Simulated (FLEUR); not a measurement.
# Hf (Fm-3m) in FLEUR: notebook

The runs below take Hf through band structure, with LDA.

All numbers are computed with FLEUR MaX-R8.1 (later development tree); they aren't measurements. Logs are shortened: lines on timing, memory, paths and dates and some standing lists are left out, and cuts for length are marked.

**1. The structure**

It takes space group Fm-3m (No. 225, cubic). The conventional cell has a = 4.440 Å, b = 4.440 Å, c = 4.440 Å, α = 90.00°, β = 90.00°, γ = 90.00°. Hf (site symmetry m-3m) is surrounded by 12 Hf at 3.14 Å.

This isn't the form of Hf at room conditions, which is hcp.

**2. Band structure, LDA**

inp.xml reads:

```xml
<?xml version="1.0" encoding="UTF-8" standalone="no"?>
<fleurInput fleurInputVersion="0.39">
   <comment>
      Hf                                                                                                  
   </comment>
   <calculationSetup>
      <cutoffs Kmax="4.1" Gmax="12.7" GmaxXC="12.7" numbands="0"/>
      <scfLoop itmax="60" minDistance="0.00001" maxIterBroyd="15" imix="Anderson" alpha="0.05" precondParam="0.0" spinf="2.0" sdNocoIR="T"/>
      <coreElectrons ctail="T" frcor="F" kcrel="0" coretail_lmax="0"/>
      <xcFunctional name="vwn" relativisticCorrections="F"/>
      <magnetism jspins="1"/>
      <soc l_soc="F" theta="0.0" phi="0.0" spav="F"/>
      <expertModes spex="0" secvar="F"/>
      <geometryOptimization l_f="F" forcealpha="1.0" forcemix="BFGS" epsdisp="0.00001" epsforce="0.00001"/>
      <ldaU l_linMix="F" mixParam="0.05" spinf="1.0"/>
   </calculationSetup>
   <cell>
      <bzIntegration valenceElectrons="26.0" mode="hist" fermiSmearingEnergy="0.00183747">
         <kPointListSelection listName="default-1"/>
         <!-- k-points included here -->
         <xi:include xmlns:xi="http://www.w3.org/2001/XInclude" href="kpts.xml"> </xi:include>
      </bzIntegration>
      <!-- symmetry operations included here -->
      <xi:include xmlns:xi="http://www.w3.org/2001/XInclude" href="sym.xml"> </xi:include>
      <bulkLattice scale="1.0">
         <bravaisMatrix>
            <row-1>    0.0000000000000000     4.1951919966120004     4.1951919966120004</row-1>
            <row-2>    4.1951919966120004     0.0000000000000000     4.1951919966120004</row-2>
            <row-3>    4.1951919966120004     4.1951919966120004     0.0000000000000000</row-3>
         </bravaisMatrix>
      </bulkLattice>
   </cell>
   <atomSpecies>
      <species name="Hafnium (Hf)" element="Hf" atomicNumber="72">
         <mtSphere radius="2.66" gridPoints="879" logIncrement="0.015"/>
         <atomicCutoffs lmax="10" lnonsphr="10"/>
         <electronConfig flipSpins="F">
            <coreConfig>(1s1/2) (2s1/2) (2p1/2) (2p3/2) (3s1/2) (3p1/2) (3p3/2) (4s1/2) (3d3/2) (3d5/2) (4p1/2) (4p3/2) (4d3/2) (4d5/2)</coreConfig>
            <valenceConfig>(5s1/2) (5p1/2) (5p3/2) (6s1/2) (4f5/2) (4f7/2) (5d3/2) (5d5/2)</valenceConfig>
            <stateOccupation state="(5d3/2)" spinUp="0.400000" spinDown="0.400000"/>
            <stateOccupation state="(5d5/2)" spinUp="0.600000" spinDown="0.600000"/>
         </electronConfig>
         <energyParameters s="6" p="6" d="5" f="4"/>
         <lo type="SCLO" l="0" n="5" eDeriv="0"/>
         <lo type="SCLO" l="1" n="5" eDeriv="0"/>
         <lo type="SCLO" l="2" n="5" eDeriv="2"/>
         <lo type="SCLO" l="3" n="4" eDeriv="2"/>
      </species>
   </atomSpecies>
   <atomGroups>
      <atomGroup species="Hafnium (Hf)">
         <relPos label="                   1">.0000000000 .0000000000 .0000000000</relPos>
         <force calculate="T" relaxXYZ="TTT"/>
      </atomGroup>
   </atomGroups>
   <output dos="F" band="F" slice="F">
      <checks vchk="F" cdinf="F"/>
      <bandDOS minEnergy="-.5*Htr" maxEnergy="0.5*Htr" sigma="0.015" storeEVData="T"/>
      <vacuumDOS vacdos="F" integ="F" star="F" nstars="0" locx1="0.0" locy1="0.0" locx2="0.0" locy2="0.0" nstm="0" tworkf="0.0"/>
      <unfoldingBand unfoldBand="F" supercellX="1" supercellY="1" supercellZ="1"/>
      <plotting iplot="0" polar="F">
         <plot TwoD="T" vec1="  1.0  0.0  0.0" vec2="  0.0  1.0  0.0" vec3="  0.0  0.0  1.0" zero="  0.0  0.0  0.0" file="plot"/>
      </plotting>
      <chargeDensitySlicing numkpt="0" minEigenval="0.0" maxEigenval="0.0" nnne="0" pallst="F"/>
      <specialOutput eonly="F"/>
      <moessbauerParams electricFieldGradient="T" isomerShift="T" coreHyperfine="T" valenceHyperfine="T"/>
      <magneticCircularDichroism mcd="F" energyLo="-10.0" energyUp="0.0"/>
   </output>
  <!-- We include the file relax.xml here to enable relaxations (see documentation) -->
  <xi:include xmlns:xi="http://www.w3.org/2001/XInclude" href="relax.xml"> <xi:fallback/> </xi:include>
</fleurInput>
```

crystal.txt reads:

```
Hf
&input cartesian=F /
0.0000000000  2.2200000000  2.2200000000
2.2200000000  0.0000000000  2.2200000000
2.2200000000  2.2200000000  0.0000000000
1.8897261246
1.0 1.0 1.0

1
72 0.0000000000  0.0000000000  0.0000000000

&kpt div1=10 div2=10 div3=10 gamma=T /
```

inp.xml (bands) reads:

```
<?xml version="1.0" encoding="UTF-8" standalone="no"?>
<fleurInput fleurInputVersion="0.39">
   <comment>
      Hf                                                                                                  
   </comment>
   <calculationSetup>
      <cutoffs Kmax="4.1" Gmax="12.7" GmaxXC="12.7" numbands="0"/>
      <scfLoop itmax="60" minDistance="0.00001" maxIterBroyd="15" imix="Anderson" alpha="0.05" precondParam="0.0" spinf="2.0" sdNocoIR="T"/>
      <coreElectrons ctail="T" frcor="F" kcrel="0" coretail_lmax="0"/>
      <xcFunctional name="vwn" relativisticCorrections="F"/>
      <magnetism jspins="1"/>
      <soc l_soc="F" theta="0.0" phi="0.0" spav="F"/>
      <expertModes spex="0" secvar="F"/>
      <geometryOptimization l_f="F" forcealpha="1.0" forcemix="BFGS" epsdisp="0.00001" epsforce="0.00001"/>
      <ldaU l_linMix="F" mixParam="0.05" spinf="1.0"/>
   </calculationSetup>
   <cell>
      <bzIntegration valenceElectrons="26.0" mode="hist" fermiSmearingEnergy="0.00183747">
         <kPointListSelection listName="path-1"/>
         <!-- k-points included here -->
         <xi:include xmlns:xi="http://www.w3.org/2001/XInclude" href="kpts.xml"> </xi:include>
      </bzIntegration>
      <!-- symmetry operations included here -->
      <xi:include xmlns:xi="http://www.w3.org/2001/XInclude" href="sym.xml"> </xi:include>
      <bulkLattice scale="1.0">
         <bravaisMatrix>
            <row-1>    0.0000000000000000     4.1951919966120004     4.1951919966120004</row-1>
            <row-2>    4.1951919966120004     0.0000000000000000     4.1951919966120004</row-2>
            <row-3>    4.1951919966120004     4.1951919966120004     0.0000000000000000</row-3>
         </bravaisMatrix>
      </bulkLattice>
   </cell>
   <atomSpecies>
      <species name="Hafnium (Hf)" element="Hf" atomicNumber="72">
         <mtSphere radius="2.66" gridPoints="879" logIncrement="0.015"/>
         <atomicCutoffs lmax="10" lnonsphr="10"/>
         <electronConfig flipSpins="F">
            <coreConfig>(1s1/2) (2s1/2) (2p1/2) (2p3/2) (3s1/2) (3p1/2) (3p3/2) (4s1/2) (3d3/2) (3d5/2) (4p1/2) (4p3/2) (4d3/2) (4d5/2)</coreConfig>
            <valenceConfig>(5s1/2) (5p1/2) (5p3/2) (6s1/2) (4f5/2) (4f7/2) (5d3/2) (5d5/2)</valenceConfig>
            <stateOccupation state="(5d3/2)" spinUp="0.400000" spinDown="0.400000"/>
            <stateOccupation state="(5d5/2)" spinUp="0.600000" spinDown="0.600000"/>
         </electronConfig>
         <energyParameters s="6" p="6" d="5" f="4"/>
         <lo type="SCLO" l="0" n="5" eDeriv="0"/>
         <lo type="SCLO" l="1" n="5" eDeriv="0"/>
         <lo type="SCLO" l="2" n="5" eDeriv="2"/>
         <lo type="SCLO" l="3" n="4" eDeriv="2"/>
      </species>
   </atomSpecies>
   <atomGroups>
      <atomGroup species="Hafnium (Hf)">
         <relPos label="                   1">.0000000000 .0000000000 .0000000000</relPos>
         <force calculate="T" relaxXYZ="TTT"/>
      </atomGroup>
   </atomGroups>
   <output dos="F" band="T" slice="F">
      <checks vchk="F" cdinf="F"/>
      <bandDOS minEnergy="-.5*Htr" maxEnergy="0.5*Htr" sigma="0.015" storeEVData="T"/>
      <vacuumDOS vacdos="F" integ="F" star="F" nstars="0" locx1="0.0" locy1="0.0" locx2="0.0" locy2="0.0" nstm="0" tworkf="0.0"/>
      <unfoldingBand unfoldBand="F" supercellX="1" supercellY="1" supercellZ="1"/>
      <plotting iplot="0" polar="F">
         <plot TwoD="T" vec1="  1.0  0.0  0.0" vec2="  0.0  1.0  0.0" vec3="  0.0  0.0  1.0" zero="  0.0  0.0  0.0" file="plot"/>
      </plotting>
      <chargeDensitySlicing numkpt="0" minEigenval="0.0" maxEigenval="0.0" nnne="0" pallst="F"/>
      <specialOutput eonly="F"/>
      <moessbauerParams electricFieldGradient="T" isomerShift="T" coreHyperfine="T" valenceHyperfine="T"/>
      <magneticCircularDichroism mcd="F" energyLo="-10.0" energyUp="0.0"/>
   </output>
  <!-- We include the file relax.xml here to enable relaxations (see documentation) -->
  <xi:include xmlns:xi="http://www.w3.org/2001/XInclude" href="relax.xml"> <xi:fallback/> </xi:include>
</fleurInput>
```

Potentials or basis: all-electron, FLAPW.

Started as:

```bash
$ inpgen -f crystal.txt -profile fastHighL
$ # inp.xml edited to the form shown
$ fleur_MPI
$ fleur_MPI   # second run, on inp.xml (bands)
```

Output:

```text
Welcome to FLEUR        (www.flapw.de)
      MaX-Release 8.1          (www.max-centre.eu)

 ========== k-point set info ==========
 Selected k-point list: default-1
 k-point list type: mesh
 10 x 10 x 10
 Number of k points: 47

 ------------Calculation Setup---------------------------
 Number of MPI-tasks      :            1
 Number of PE/node        :            1
 Number of OMP-threads    :            1
 Most efficient MPI parallelization for:
           1          47
 Additional eigenvalue parallelization possible
 Number of basis functions:          208
 Approximate size of matrices (H+S) per k-point:         0.001 GB
 --------------------------------------------------------
 Iteration:     1   Distance:       8.96082925 me/bohr^3
 Iteration:     2   Distance:       8.01316190 me/bohr^3
 Iteration:     3   Distance:       4.45455956 me/bohr^3
 Iteration:     4   Distance:       0.98538316 me/bohr^3
 Iteration:     5   Distance:       0.85508427 me/bohr^3
 Iteration:     6   Distance:       0.28075970 me/bohr^3
 Iteration:     7   Distance:       0.24802979 me/bohr^3
 Iteration:     8   Distance:       0.02878834 me/bohr^3
 Iteration:     9   Distance:       0.00162627 me/bohr^3
 Iteration:    10   Distance:       0.00265132 me/bohr^3
 Iteration:    11   Distance:       0.00009449 me/bohr^3
 Iteration:    12   Distance:       0.00010372 me/bohr^3
 Iteration:    13   Distance:       0.00000101 me/bohr^3

 ********************************************************************
 Run finished successfully
 Stop message:
   all done
 ********************************************************************
```

output (bands):

```text
Welcome to FLEUR        (www.flapw.de)
      MaX-Release 8.1          (www.max-centre.eu)

 ========== k-point set info ==========
 Selected k-point list: path-1
 k-point list type: path
 Number of k points: 60

 ------------Calculation Setup---------------------------
 Number of MPI-tasks      :            1
 Number of PE/node        :            1
 Number of OMP-threads    :            1
 Most efficient MPI parallelization for:
           1           2           3           4           5           6          10          12          15          20          30          60
 Additional eigenvalue parallelization possible
 Number of basis functions:          210
 Approximate size of matrices (H+S) per k-point:         0.001 GB
 --------------------------------------------------------
 Fermi energy correction for metals:
 Fermi energy in bands.* files may not be consistent with last density.
 Please correct it manually (e.g. in band.gnu file).

 Note: Band structure data (together with different weights) is also stored in the banddos.hdf file.
       A convenient way of extracting and plotting the data from that file is by making use of the

 ********************************************************************
 Run finished successfully
 Stop message:
   Charge density postprocessing done.
 ********************************************************************
```

out.xml (last iteration):

```text
<iteration numberForCurrentRun="   13" overallNumber="   13">
         <energyParameters units="Htr">
            <atomicEP atomType="1" spin="1" branch="6s" branchLowest="-1.84" branchHighest="1.84" value="0.2750002667"/>
            <atomicEP atomType="1" spin="1" branch="6p" branchLowest="-0.64" branchHighest="2.67" value="0.4122772278"/>
            <atomicEP atomType="1" spin="1" branch="5d" branchLowest="-6.97" branchHighest="0.89" value="0.4216407449"/>
            <atomicEP atomType="1" spin="1" branch="4f" branchLowest="-9.99" branchHighest="-0.02" value="0.0054663378"/>
            <loAtomicEP atomType="1" spin="1" branch="5s" branchLowest="-18.15" branchHighest="-1.84" value="-1.8579425024"/>
            <loAtomicEP atomType="1" spin="1" branch="5p" branchLowest="-13.27" branchHighest="-0.64" value="-0.7252230795"/>
            <loAtomicEP atomType="1" spin="1" branch="5d" branchLowest="-6.97" branchHighest="0.89" value="0.4183125018"/>
            <loAtomicEP atomType="1" spin="1" branch="4f" branchLowest="-9.99" branchHighest="-0.02" value="-0.0159501769"/>
         </energyParameters>
         <eigenvalues>
            <eigenvaluesAt spin="1" ikpt="1" k_x="0.00000000" k_y="0.00000000" k_z="0.00000000">
                      -1.8604591019       -0.6925186678       -0.6925186678       -0.6925186678       -0.0235741667
                      -0.0227942774       -0.0227942774       -0.0227942774       -0.0199039486       -0.0199039486
                      -0.0199039486        0.1394620409        0.4549311517        0.4549311517        0.4549311517
                       0.5586980654        0.5586980654        0.8296372344        0.9863236951        0.9863236951
                       0.9863236951
            </eigenvaluesAt>
            <eigenvaluesAt spin="1" ikpt="2" k_x="0.00000000" k_y="0.00000000" k_z="0.10000000">
                      -1.8602173024       -0.6958262461       -0.6929374544       -0.6929374544       -0.0233873574
                      -0.0228319451       -0.0226442314       -0.0226442314       -0.0201732961       -0.0201732961
                      -0.0198933488        0.1525340948        0.4428868238        0.4609943695        0.4609943695
                       0.5526497840        0.5526497840        0.8566607157        0.9356556594        1.0119866738
                       1.0119866738
            </eigenvaluesAt>
            <eigenvaluesAt spin="1" ikpt="3" k_x="0.00000000" k_y="0.00000000" k_z="0.20000000">
                      -1.8595827406       -0.7042654647       -0.6940286067       -0.6940286067       -0.0232475637
                      -0.0225563645       -0.0222778259       -0.0222778259       -0.0208226296       -0.0208226296
                      -0.0198655349        0.1878135334        0.4192414091        0.4696781995        0.4696781995
[... 39 lines left out ...]
            <totalCharge value="71.9999999996"/>
         </allElectronCharges>
         <moessbauerParams unitsHFF="kG" unitsIS="e/bohr^3" unitsEFG="Htr/bohr^2">
            <coreIsomerShift atomType="1" isTotal="1277252.54609">
               <shell n="1" l="0" isomerShift="1073172.10935"/>
               <shell n="2" l="0" isomerShift="150918.77813"/>
               <shell n="2" l="1" isomerShift="8602.23690"/>
               <shell n="3" l="0" isomerShift="33635.80910"/>
               <shell n="3" l="1" isomerShift="2139.57115"/>
               <shell n="4" l="0" isomerShift="8271.00026"/>
               <shell n="3" l="2" isomerShift="0.00081"/>
               <shell n="4" l="1" isomerShift="513.04020"/>
               <shell n="4" l="2" isomerShift="0.00020"/>
            </coreIsomerShift>
            <isomerShift atomType="1" nucleusRadius="0.0001330" averageDensity="1278714.48980"/>
            <electricFieldGradient atomType="1" VXX="0.00000" VYY="0.00000" VZZ="0.00000" asymParam="0.00000">
            </electricFieldGradient>
         </moessbauerParams>
         <totalEnergy                                    value="   -15088.8461428280" units="Htr">
            <sumOfEigenvalues                            value="    -9220.5316624922">
               <coreElectrons value="-9213.5985372239"/>
               <valenceElectrons value="-6.9331252683"/>
            </sumOfEigenvalues>
            <densityCoulombPotentialIntegral value="-25697.0715029831"/>
            <densityEffectivePotentialIntegral value="-26096.3919229481"/>
            <chargeDenXCDenIntegral value="-300.8603002233"/>
            <FockExchangeEnergyValence value="0.0000000000"/>
            <FockExchangeEnergyCore value="0.0000000000"/>
            <atomTypeDependentContributions atomType="1">
               <electronNucleiInteractionDifferentMTs value="18777.2966125204"/>
               <MadelungTerm value="-38.0137390487"/>
            </atomTypeDependentContributions>
            <tkbTimesEntropy value="0.0003972125"/>
            <freeEnergy value="-15088.8465400404"/>
            <extrapolationTo0K value="-15088.8463414342"/>
         </totalEnergy>
         <densityConvergence units="me/bohr^3">
            <chargeDensity spin="1" distance="0.0000010143"/>
         </densityConvergence>
      </iteration>
```

Run time: 16 s. Hardware: 1 thread of Arm Neoverse V1, shared host; peak memory 0.05 GiB.

What came out:

| Property | Result |
| --- | --- |
| Free energy | -410588.4312 eV |
| Band gap along the path | none (metal or under the smearing width) |
| Valence electrons inside the program's atomic spheres | Hf 24.14 (radii Hf 2.66 bohr) |

Levels at the corners of the path, in eV from the Fermi level:
| point | band 9 | band 10 | band 11 | band 12 | band 13 | band 14 | band 15 | band 16 | band 17 | band 18 |
| --- | --- | --- | --- | --- | --- | --- | --- | --- | --- | --- |
| Γ | -11.60 | -11.60 | -11.60 | -7.26 | 1.32 | 1.32 | 1.32 | 4.14 | 4.14 | 11.52 |
| X | -11.64 | -11.64 | -11.62 | -3.37 | -2.25 | 2.74 | 6.34 | 7.00 | 7.00 | 10.11 |
| W | -11.65 | -11.64 | -11.62 | -1.85 | -0.40 | -0.40 | 2.46 | 7.02 | 9.14 | 9.73 |
| K | -11.65 | -11.63 | -11.62 | -2.32 | -1.48 | 0.91 | 3.98 | 5.98 | 6.75 | 9.98 |
| Γ | -11.60 | -11.60 | -11.60 | -7.26 | 1.32 | 1.32 | 1.32 | 4.14 | 4.14 | 11.52 |
| L | -11.63 | -11.63 | -11.60 | -3.72 | 0.77 | 1.08 | 1.08 | 6.34 | 6.34 | 9.53 |
| U | -11.65 | -11.63 | -11.62 | -2.32 | -1.48 | 0.91 | 3.98 | 5.98 | 6.75 | 9.98 |
| W | -11.65 | -11.64 | -11.62 | -1.85 | -0.40 | -0.40 | 2.46 | 7.02 | 9.14 | 9.73 |
| L | -11.63 | -11.63 | -11.60 | -3.72 | 0.77 | 1.08 | 1.08 | 6.34 | 6.34 | 9.53 |
| K | -11.65 | -11.63 | -11.62 | -2.32 | -1.48 | 0.91 | 3.98 | 5.98 | 6.75 | 9.98 |
| U | -11.65 | -11.63 | -11.62 | -2.32 | -1.48 | 0.91 | 3.98 | 5.98 | 6.75 | 9.98 |
| X | -11.64 | -11.64 | -11.62 | -3.37 | -2.25 | 2.74 | 6.34 | 7.00 | 7.00 | 10.11 |

Core levels (eV from the Fermi level):
| atom | levels |
| --- | --- |
| 1 Hf | 1s1/2 -65140.4, 2s1/2 -11130.1, 2p1/2 -10632.8, 2p3/2 -9442.2, 3s1/2 -2531.3, 3p1/2 -2310.5, 3p3/2 -2055.4, 4s1/2 -505.1, 3d3/2 -1680.6, 3d5/2 -1624.9, 4p1/2 -414.6, 4p3/2 -356.0, 4d3/2 -207.2, 4d5/2 -196.4 |

Caveat: spin-orbit coupling is left out, which moves the levels of the heavy elements.

(Continued in part 2 of 2.)
